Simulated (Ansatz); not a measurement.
Relaxed SrF₂ (fluorite):

```
SrF2
1.0
    0.00000     5.85727     5.85727
    2.92864     0.00000     2.92864
    2.92864     2.92864     0.00000
Sr F
2 4
Direct
  0.00000   0.00000   0.00000
  0.50000   0.00000   0.00000
  0.12500   0.25000   0.25000
  0.62500   0.25000   0.25000
  0.37500   0.75000   0.75000
  0.87500   0.75000   0.75000
```

A phonon eigenvector at L = (0.5, 0.0, 0.0) is frozen into this cell: atom i moves by Q times the vector below, so Q is the largest atomic displacement, in Å. The cell is held. It is one choice among 2 degenerate patterns. (q is in reciprocal vectors of the primitive cell; the cell shown is doubled to hold the pattern.)

```csv
atom,x,y,z
Sr1,0.285,-0.520,0.805
Sr2,-0.285,0.520,-0.805
F3,0.150,-0.274,0.424
F4,-0.150,0.274,-0.424
F5,-0.150,0.274,-0.424
F6,0.150,-0.274,0.424
```

Method: PBE (plane waves to 420 eV, PAW, scalar-relativistic; Ansatz, a program for electronic structure). k mesh 5×10×10 (Γ-centred), Fermi-Dirac smearing 0.05 eV. E stands for the smeared free energy. SrF2 was relaxed with its symmetry unable to fall. The zero of ΔE is the undisplaced structure.

| Q (Å) | ΔE (meV/cell) |
|---|---|
| -0.280 | 231.4 |
| -0.187 | 102.4 |
| -0.093 | 25.5 |
| 0.000 | 0.0 |
| 0.093 | 25.5 |
| 0.187 | 102.4 |
| 0.280 | 231.4 |

Task: Which DFPT wavenumber at L = (0.5, 0.0, 0.0) belongs to this mode?
A) 223 cm⁻¹
B) 296 cm⁻¹
C) 264 cm⁻¹
D) 90 cm⁻¹

Result: D, 90 cm⁻¹. The curvature of the scan gives 90 cm⁻¹

(A displaced cell: forces are minus the slopes of the energy, force constants its curvatures, and phonons follow from these.)
